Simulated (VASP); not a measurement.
Crystal: GaAs.

```xyz
2
Lattice="0.0000 2.8268 2.8268 2.8268 0.0000 2.8268 2.8268 2.8268 0.0000" Properties=species:S:1:pos:R:3 pbc="T T T"
Ga    0.0000    0.0000    0.0000
As    1.4134    1.4134    1.4134
```

```yaml
Program: VASP 6.6.1
Task: relaxation of cell and atoms
Functional: PBE
Potentials_or_basis: VASP PAW PBE potentials, release 64 (Ga_d, As)
Cutoff: 600 eV
k_mesh: 10 × 10 × 10
Occupations: gaussian, width 0.03 eV
Spin: no spin polarisation
```

At the start: pressure 3.4 GPa; volume 22.59 Å³/atom.

Task: Where does the relaxation end?

Result: Over 3 steps the energy falls by 12.1 meV/atom and the volume is 23.77 Å³/atom (+5.2 %); space group F-43m (No. 216, to 0.05 Å).

Step by step:
```tsv
step	energy change (eV)	largest force (eV/Å)	pressure (GPa)	volume (Å³)
1	0.0000	0.0000	3.45	45.18
2	-0.0210	0.0000	-1.02	48.43
3	-0.0241	0.0000	-0.06	47.53
```

Final structure:
```
Ga As
1.0
     0.00000    2.87512    2.87512
     2.87512    0.00000    2.87512
     2.87512    2.87512    0.00000
Ga As
1 1
Direct
  0.00000 0.00000 0.00000
  0.25000 0.25000 0.25000
```
